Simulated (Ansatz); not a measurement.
# SnS: the cost of one run

Method: DFT LDA, scalar-relativistic, plane waves, PAW, in Ansatz 0.2.0.

## Step 1: The system as given

The structure is orthorhombic, space group Pnma (No. 62). The conventional cell has a = 11.200 Å, b = 3.987 Å, c = 4.334 Å, α = 90.00°, β = 90.00°, γ = 90.00°. Sn (site symmetry m) has 3 S at 2.63 to 2.67 Å as nearest neighbours. Around S (site symmetry m) lie 3 Sn at 2.63 to 2.67 Å.

Coordinates:

```xyz
8
Lattice="11.2000 0.0000 0.0000 0.0000 3.9870 0.0000 0.0000 0.0000 4.3340" Properties=species:S:1:pos:R:3 pbc="T T T"
Sn    1.3373    0.9968    0.5192
Sn    4.2627    2.9903    2.6862
Sn    6.9373    0.9968    1.6478
Sn    9.8627    2.9903    3.8148
S     9.5290    0.9968    2.0773
S     7.2710    2.9903    4.2443
S     3.9290    0.9968    0.0897
S     1.6710    2.9903    2.2567
```

Source of the structure: the Crystallography Open Database.

(A quick probe on a coarse mesh, which set the mesh and smearing, is not shown.)

## Step 3: Full relaxation

Input file input.yaml:

```yaml
crystal:
  lattice:
    - [11.2, 0.0, 0.0]
    - [0.0, 3.987, 0.0]
    - [0.0, 0.0, 4.334]
  atoms:
    - { symbol: Sn, position: [0.1194, 0.25, 0.1198] }
    - { symbol: Sn, position: [0.3806, 0.75, 0.6198] }
    - { symbol: Sn, position: [0.6194, 0.25, 0.3802] }
    - { symbol: Sn, position: [0.8806, 0.75, 0.8802] }
    - { symbol: S, position: [0.8508, 0.25, 0.4793] }
    - { symbol: S, position: [0.6492, 0.75, 0.9793] }
    - { symbol: S, position: [0.3508, 0.25, 0.0207] }
    - { symbol: S, position: [0.1492, 0.75, 0.5207] }
basis:
  ecutwfc: 420
kpoints:
  mp_grid: { grid: [4, 8, 6] }
hamiltonian:
  xc: lda
scf:
  occupations: { method: gaussian, width: 0.02 }
output:
  forces: true
  stress: true
  eigenvalues: true
  write_density: true
  write_potential: true
  elf: true
  volumetric_format: npy
relax:
  adjacent_minimum: "off"
  f_tol: 0.005
  max_steps: 80
  cell: { stress_tol: 0.05 }
```

The run is started by

```bash
ansatz run input.yaml --threads 1 --pin off --max-ram 2560MiB --backend cpu --events-out ev --progress --plain --runs-dir out
```

**Question.** How long does this run take on 1 thread of Arm Neoverse V2, shared host, and how much memory does it need?

About 6.1 min, with a peak of 0.63 GiB.
